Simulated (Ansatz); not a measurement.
Cu Kα1 powder pattern (kinematic, no thermal factors).
2θ (°) (relative intensity): 19.27 (100), 38.67 (4), 43.55 (47), 56.17 (32), 69.98 (13), 73.36 (11), 73.94 (13), 84.04 (1), 86.15 (5)

The pattern is computed from a structure relaxed with Ansatz, DFT PBE+D3(BJ), scalar-relativistic, plane waves, PAW. No spin polarisation. Its elements are O, Si.

Task: Give the structure.

Result: SiO$_{2}$.
Space group P-3m1 (No. 164). a = 2.687 Å, b = 2.687 Å, c = 4.603 Å, α = 90.00°, β = 90.00°, γ = 120.00°
```tsv
atom	site	symmetry	x	y	z
Si	1b	-3m.	0.0000	0.0000	0.5000
O	2d	3m.	0.3333	0.6667	0.6989
```

A pattern alone doesn't exclude other cells with like lines; this is the one computed.

The cell was found from a structure generator's guess, not taken from experiment.
